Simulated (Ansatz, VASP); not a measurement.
# GaAs in VASP and in Ansatz

```
CELL_PARAMETERS angstrom
0.00000 2.82685 2.82685
2.82685 0.00000 2.82685
2.82685 2.82685 0.00000
ATOMIC_POSITIONS crystal
Ga 0.00000 0.00000 0.00000
As 0.75000 0.75000 0.75000
```

Alike in both runs: task single point; functional PBEsol; k mesh 8 × 8 × 8; occupations gaussian, width 0.05 eV; no spin polarisation.

|  | VASP | Ansatz |
| --- | --- | --- |
| version | VASP 6.6.1 | Ansatz 0.2.0 |
| potentials or method | VASP PAW PBE potentials, release 64 (Ga_d, As) | scalar-relativistic, plane waves, PAW |
| plane-wave cutoff (eV) | 520 | 420 |
| valence electrons in the cell | 18 | 28 |

Ansatz gave:

| Item | Value |
| --- | --- |
| gap on the k mesh at the Fermi level (eV) | 0.44 |
| least direct gap on the mesh (eV) | 0.44 |
| pressure (GPa) | 0.2 |

Estimate VASP's values.

gap on the k mesh at the Fermi level (eV): 0.46; least direct gap on the mesh (eV): 0.46; pressure (GPa): 0.3.

The two sets of potentials don't hold the same shells in valence.

Caveats: the PAW data sets were made with another functional, which shifts forces and pressure a little (VASP).
